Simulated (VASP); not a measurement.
# SnS2 (P-3m1) in VASP: a series of runs, part 2 of 2

VASP 6.6.1.

### 4 Single point, PBE+D3(BJ)

File INCAR:

```
  PREC = Accurate
  ENCUT = 520
  EDIFF = 1E-7
  ISMEAR = 0
  SIGMA = 0.02
  LREAL = False
  LASPH = True
  NELM = 100
  ALGO = Fast
  ISIF = 2
  LWAVE = False
  LCHARG = False
  GGA = PE
  IVDW = 12
  NBANDS = 20
```

File KPOINTS:

```
Automatic mesh
0
Gamma
  12 12 6
```

File POSCAR:

```
SnS2
1.0
    3.6390000000      0.0000000000      0.0000000000
   -1.8195000000      3.1514664400      0.0000000000
    0.0000000000      0.0000000000      5.8680000000
Sn S
1 2
Direct
    0.0000000000      0.0000000000      0.0000000000
    0.3333333300      0.6666666700      0.2500000000
    0.6666666700      0.3333333300      0.7500000000
```

Potentials or basis: VASP PAW PBE potentials, release 64 (Sn_d, S).

Launch:

```sh
$ cat potpaw_PBE.64/Sn_d/POTCAR potpaw_PBE.64/S/POTCAR > POTCAR
$ mpirun -np 1 vasp_std > vasp.out
```

OUTCAR:

```text
PREC = Accurate
   ENCUT = 520
   EDIFF = 1E-7
   ISMEAR = 0
   LREAL = False
   LASPH = True
   NELM = 100
   ISIF = 2
   GGA = PE
   IVDW = 12
 IVDW          = 12

 ion  position               nearest neighbor table
   1  0.000  0.000  0.000-   2 2.56   3 2.56   2 2.56   3 2.56   3 2.56   2 2.56
   2  0.333  0.667  0.250-   1 2.56   1 2.56   1 2.56
   3  0.667  0.333  0.750-   1 2.56   1 2.56   1 2.56

  LATTYP: Found a hexagonal cell.
 ALAT       =     3.6390000000
 C/A-ratio  =     1.6125309151

  Lattice vectors:

 A1 = (   3.6390000000,   0.0000000000,   0.0000000000)
 A2 = (  -1.8195000000,   3.1514664400,   0.0000000000)
 A3 = (   0.0000000000,   0.0000000000,   5.8680000000)

Analysis of symmetry for initial positions (statically):
=====================================================================
 Subroutine PRICEL returns:
 Original cell was already a primitive cell.

 Routine SETGRP: Setting up the symmetry group for a
 hexagonal supercell.

 Subroutine GETGRP returns: Found 12 space group operations
 (whereof 12 operations were pure point group operations)
 out of a pool of 24 trial point group operations.

The static configuration has the point symmetry D_3d.

Analysis of symmetry for dynamics (positions and initial velocities):
=====================================================================
 Subroutine PRICEL returns:
 Original cell was already a primitive cell.

 Routine SETGRP: Setting up the symmetry group for a
 hexagonal supercell.

 Subroutine GETGRP returns: Found 12 space group operations
 (whereof 12 operations were pure point group operations)
 out of a pool of 24 trial point group operations.

The dynamic configuration has the point symmetry D_3d.

 Subroutine INISYM returns: Found 12 space group operations
 (whereof 12 operations are pure point group operations),
 and found     1 'primitive' translations

----------------------------------------------------------------------------------------

                                     Primitive cell
[... 114 lines left out ...]
  volume/ion in A,a.u.               =      22.43       151.38
  Fermi-wavevector in a.u.,A,eV,Ry     =   1.192352  2.253218 19.343434  1.421702
  Thomas-Fermi vector in A             =   2.328392
   LORBIT       =      0    0 simple, 1 ext, 2 COOP (PROOUT), +10 PAW based schemes
   GGA     = PE    functional components
   LHFCALC =     F    Hartree Fock is set to
   AEXX    =    0.0000 exact exchange contribution
   IVDW    =    12    specifies the selected vdW correction
   LEPSILON=     F    determine dielectric tensor
   LRPA    =     F    only Hartree local field effects (RPA)
 non-spin polarized calculation
 RMM-DIIS sequential band-by-band and
 Gauss-broadening in eV      SIGMA  =   0.02
  energy-cutoff  :      520.00
  volume of cell :       67.30
 maximum number of plane-waves:      1834
   NGX = 13   NGY = 13   NGZ = 21

 number of electron      26.0000007 magnetization

 Free energy of the ion-electron system (eV)
  ---------------------------------------------------
  ext. energy  EPLUGINS =         0.00000000
  ---------------------------------------------------
  free energy    TOTEN  =       -13.13932094 eV

  energy without entropy =      -13.13932094  energy(sigma->0) =      -13.13932094

 E-fermi :   4.9157     XC(G=0):  -9.6608

 val. band max:        4.8066558255   @ k =   0.0833   0.0833   0.0000
 cond. band min:       6.2414392683   @ k =   0.0000   0.4167   0.3333
 fundamental gap:      1.4347834428
 Fermi energy:         4.9157435691

 k-point     1 :       0.0000    0.0000    0.0000
  band No.  band energies     occupation
      1     -16.1445      2.00000
      2     -16.1445      2.00000
      3     -16.0999      2.00000
      4     -16.0716      2.00000
      5     -16.0716      2.00000
      6      -9.0629      2.00000
[... 541 lines left out ...]
     19      13.5483      0.00000
     20      14.3427      0.00000

 [... further k-points ...]

------------------------ aborting loop because EDIFF is reached ----------------------------------------

 Edisp (eV)   -0.98983

 E8    (eV) :    -0.4043

  FORCE on cell =-STRESS in cart. coord.  units (eV):
  Direction    XX          YY          ZZ          XY          YZ          ZX
  --------------------------------------------------------------------------------------
  -------------------------------------------------------------------------------------
  Total       0.75795     0.75795     0.60265    -0.00000     0.00000     0.00000
  in kB      18.04529    18.04529    14.34787    -0.00000     0.00000     0.00000
  external pressure =       16.81 kB  Pullay stress =        0.00 kB

 VOLUME and BASIS-vectors are now :
 -----------------------------------------------------------------------------
  energy-cutoff  :      520.00
  volume of cell :       67.30
      direct lattice vectors                 reciprocal lattice vectors
     3.639000000  0.000000000  0.000000000     0.274800769  0.158656298  0.000000000
    -1.819500000  3.151466440  0.000000000     0.000000000  0.317312597  0.000000000
     0.000000000  0.000000000  5.868000000     0.000000000  0.000000000  0.170415815

 POSITION                                       TOTAL-FORCE (eV/Angst)
 -----------------------------------------------------------------------------------
      0.00000      0.00000      0.00000         0.000000      0.000000      0.000000
     -0.00000      2.10098      1.46700        -0.000000     -0.000000      0.253386
      1.81950      1.05049      4.40100         0.000000      0.000000     -0.253386
 -----------------------------------------------------------------------------------
    total drift:                                0.000000      0.000000      0.000000

  FREE ENERGIE OF THE ION-ELECTRON SYSTEM (eV)
  ---------------------------------------------------
  free  energy   TOTEN  =       -14.1291530369 eV

  energy  without entropy=      -14.1291530369  energy(sigma->0) =      -14.12915304
```

OSZICAR:

```text
N       E                     dE             d eps       ncg     rms          rms(c)
DAV:   1     0.215662079031E+03    0.21566E+03   -0.12438E+04  4120   0.155E+03
DAV:   2     0.122775449526E+02   -0.20338E+03   -0.19491E+03  4272   0.411E+02
DAV:   3    -0.126816535133E+02   -0.24959E+02   -0.24417E+02  4848   0.120E+02
DAV:   4    -0.136205047188E+02   -0.93885E+00   -0.93670E+00  4924   0.241E+01
DAV:   5    -0.136463196771E+02   -0.25815E-01   -0.25812E-01  5760   0.408E+00    0.892E+00
RMM:   6    -0.131655976798E+02    0.48072E+00   -0.63169E-01  5061   0.564E+00    0.607E+00
RMM:   7    -0.131444361096E+02    0.21162E-01   -0.37627E-01  4996   0.287E+00    0.232E+00
RMM:   8    -0.131393649973E+02    0.50711E-02   -0.39936E-02  5314   0.195E+00    0.179E-01
RMM:   9    -0.131392410491E+02    0.12395E-03   -0.76471E-03  6243   0.741E-01    0.103E-01
RMM:  10    -0.131392565467E+02   -0.15498E-04   -0.13659E-03  5835   0.344E-01    0.419E-02
RMM:  11    -0.131393158653E+02   -0.59319E-04   -0.38242E-04  6375   0.157E-01    0.219E-02
RMM:  12    -0.131393216278E+02   -0.57624E-05   -0.94147E-05  5800   0.602E-02    0.105E-02
RMM:  13    -0.131393206588E+02    0.96893E-06   -0.17361E-05  5831   0.314E-02    0.370E-03
RMM:  14    -0.131393209133E+02   -0.25450E-06   -0.47958E-06  6836   0.147E-02    0.204E-03
RMM:  15    -0.131393209448E+02   -0.31505E-07   -0.37338E-07  4651   0.415E-03
   1 F= -.14129153E+02 E0= -.14129153E+02  d E =-.964973E-17
```

stdout:

```text
POSCAR found type information on POSCAR SnS
 POSCAR found :  2 types and       3 ions
 scaLAPACK will be used
 LDA part: xc-table for (Slater+PW92), standard interpolation
 POSCAR, INCAR and KPOINTS ok, starting setup
 FFT: planning ... GRIDC
 FFT: planning ... GRID_SOFT
 FFT: planning ... GRID
 WAVECAR not read
 entering main loop
WARNING in EDDRMM: call to ZHEGV failed, returncode =   8  4     17
```

Wall time 1.7 min (1 thread of Intel Xeon Platinum 8488C (Sapphire Rapids), shared host); peak memory 0.27 GiB.

What came out:

```yaml
Free_energy: -14.1292 eV
Pressure: 1.7 GPa
Largest_force: 0.253 eV/Å
Band_gap_on_the_k_mesh: 1.43 eV, indirect (least direct gap 1.96 eV)
Dispersion_energy_per_atom: -0.330 eV
```

Forces on the atoms (eV/Å):
```
Sn   0.000  0.000  0.000
S    0.000  0.000  0.253
S    0.000  0.000 -0.253
```

Levels at points of the mesh, in eV from the valence-band top:
| k point | band 10 | band 11 | band 12 | band 13 | band 14 | band 15 | band 16 | band 17 |
| --- | --- | --- | --- | --- | --- | --- | --- | --- |
| (0.00, 0.00, 0.00) | -0.65 | -0.38 | -0.38 | -0.01 | 2.00 | 3.66 | 5.45 | 5.45 |
| (0.50, 0.00, 0.00) | -2.77 | -2.58 | -1.06 | -0.30 | 1.73 | 4.49 | 5.94 | 6.14 |
| (0.00, 0.00, 0.50) | -0.74 | -0.74 | -0.24 | -0.24 | 3.15 | 3.74 | 5.19 | 5.19 |
| (0.50, 0.00, 0.50) | -2.41 | -1.84 | -0.75 | -0.66 | 1.50 | 4.70 | 5.55 | 6.38 |

Caveat: spin-orbit coupling is left out, which moves the levels of the heavy elements.

### 5 Single point, PBE+D3(BJ)

INCAR is that of step 4.

File KPOINTS:

```
Automatic mesh
0
Gamma
  15 15 8
```

POSCAR is that of step 4.

Launch:

```sh
$ cat potpaw_PBE.64/Sn_d/POTCAR potpaw_PBE.64/S/POTCAR > POTCAR
$ mpirun -np 1 vasp_std > vasp.out
```

It took 3.2 min on 1 thread of Intel Xeon Platinum 8488C (Sapphire Rapids), shared host; peak memory 0.36 GiB.

The run converged. Its results:

| Property | Result |
| --- | --- |
| Free energy | -14.1292 eV |
| Pressure | 1.7 GPa |
| Largest force | 0.254 eV/Å |
| Band gap on the k mesh | 1.42 eV, indirect (least direct gap 1.92 eV) |
| Dispersion energy per atom | -0.330 eV |

Forces on the atoms (eV/Å):
```
Sn   0.000  0.000  0.000
S    0.000  0.000  0.254
S    0.000  0.000 -0.254
```

Stress tensor (GPa, compression positive):
```
1.81 0.00 0.00
0.00 1.81 0.00
0.00 0.00 1.44
```

Levels at points of the mesh, in eV from the valence-band top:
```tsv
k point	band 11	band 12	band 13	band 14	band 15	band 16
(0.00, 0.00, 0.00)	-0.38	-0.38	-0.01	1.99	3.66	5.45
(0.00, 0.00, 0.50)	-0.74	-0.24	-0.24	3.15	3.74	5.19
```

Caveat: spin-orbit coupling is left out, which moves the levels of the heavy elements; an odd mesh through Γ misses points on the zone boundary, where band edges often lie.

### 6 Single point, PBE+D3(BJ)

Edit INCAR of step 5 so:

```diff
@@ -1,3 +1,3 @@
   PREC = Accurate
-  ENCUT = 520
+  ENCUT = 200
   EDIFF = 1E-7
```

File KPOINTS:

```
Automatic mesh
0
Gamma
  9 9 4
```

POSCAR is that of step 5.

Potentials or basis: VASP PAW PBE potentials, release 64 (Sn_d, S).

Launch:

```sh
$ cat potpaw_PBE.64/Sn_d/POTCAR potpaw_PBE.64/S/POTCAR > POTCAR
$ mpirun -np 1 vasp_std > vasp.out
```

It took 16 s on 1 thread of Intel Xeon Platinum 8488C (Sapphire Rapids), shared host; peak memory 0.14 GiB.

The run converged, but a check on its numbers failed (symmetry, net force, bounds or a known fault of this set-up), so they aren't taken as properties of the crystal.

Caveat: the cutoff lies under the usual one of these potentials, so the numbers hold a large basis-set error; spin-orbit coupling is left out, which moves the levels of the heavy elements; an odd mesh through Γ misses points on the zone boundary, where band edges often lie.

### 7 Summary

| k mesh | gap on the mesh (eV) | pressure (GPa) | largest force (eV/Å) |
| --- | --- | --- | --- |
| 6 × 6 × 4 | 1.48 | 1.7 | 0.25 |
| 9 × 9 × 4 | 1.46 | 1.7 | 0.25 |
| 12 × 12 × 6 | 1.43 | 1.7 | 0.25 |
| 15 × 15 × 8 | 1.42 | 1.7 | 0.25 |

Alike in all rows: task single point; level PBE+D3(BJ); potentials or basis VASP PAW PBE potentials, release 64 (Sn_d, S); no spin polarisation; cell as given; cutoff (eV) 520; smearing gaussian 0.02 eV.

On the cell as given the gap runs from 1.42 eV (PBE+D3(BJ)) to 1.48 eV (PBE+D3(BJ)); the meshes differ, which moves gaps too.

Caveats: spin-orbit coupling is left out, which moves the levels of the heavy elements; an odd mesh through Γ misses points on the zone boundary, where band edges often lie (some runs).

Total energies depend on the potentials used, so only differences within one code and one set of settings carry meaning.
